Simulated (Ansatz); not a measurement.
Here is an Ansatz 0.2.0 calculation.

The input input.yaml:

```yaml
crystal:
  lattice:
    - [2.9065, 0.0, 0.0]
    - [-1.45325, 2.5171028361, 0.0]
    - [0.0, 0.0, 2.8366]
  atoms:
    - { symbol: W, position: [0.0, 0.0, 0.0] }
    - { symbol: C, position: [0.6666666667, 0.3333333333, 0.5] }
kpoints:
  mp_grid: { grid: [10, 10, 9] }
scf:
  occupations: { method: gaussian, width: 0.028 }
hamiltonian:
  xc: pbe
  pseudopotentials: { kind: all_electron, lapw: { basis_error: 0.001 } }
output:
  forces: true
  stress: true
  eigenvalues: true
```

Potentials or basis: all-electron LAPW, scalar-relativistic.

The run is started by

```console
$ ansatz run input.yaml --threads 1 --pin off --max-ram 3072MiB --backend cpu --events-out ev --progress --plain --runs-dir out
```

Problem. Predict the pressure.

Solution. 5.7 GPa.

Problem. What does it give for the band gap on the k mesh?

Solution. None (metal or under the smearing width).

Stress tensor (GPa, compression positive):
```
6.00 0.00 0.00
0.00 6.00 0.00
0.00 0.00 5.07
```

Spin-orbit coupling is left out, which matters for the levels of W.
